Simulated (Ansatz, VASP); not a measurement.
# InSb: VASP beside Ansatz

```
In Sb
1.0
     0.00000    3.31661    3.31661
     3.31661    0.00000    3.31661
     3.31661    3.31661    0.00000
In Sb
1 1
Direct
  0.00000 0.00000 0.00000
  0.75000 0.75000 0.75000
```

The cell is a database's computed one.

Alike in both runs: task relaxation of cell and atoms; functional PBEsol; k mesh 12 × 12 × 12; occupations gaussian, width 0.1 eV; no spin polarisation.

```csv
,VASP,Ansatz
version,VASP 6.6.1,Ansatz 0.2.0
potentials or method,"VASP PAW PBE potentials, release 64 (In_d, Sb)","scalar-relativistic, plane waves, PAW"
plane-wave cutoff (eV),600,420
valence electrons in the cell,18,28
```

|  | VASP | Ansatz | Ansatz less VASP |
| --- | --- | --- | --- |
| gap on the k mesh at the Fermi level, each at its own relaxed structure (eV) | none | none | - |
| relaxed volume (Å³/atom) | 34.66 | 34.64 | -0.019 |
| relaxed cell length with the largest relative difference (Å) | 4.611 | 4.610 | -0.0008 |
| energy change over the relaxation (meV/atom) | -12 | -12 | -0.3 |

A gap of «none» marks a metal or a gap that the smearing closes. The two sets of potentials don't hold the same shells in valence. Ansatz warned: «pseudo_functional_mismatch».

Caveats: the PAW data sets were made with another functional, which shifts forces and pressure a little (VASP); this crystal is a semiconductor, whose small gap the functional closes, so the metal is an error of the method. Spin-orbit coupling is left out, which matters for the levels of Sb.
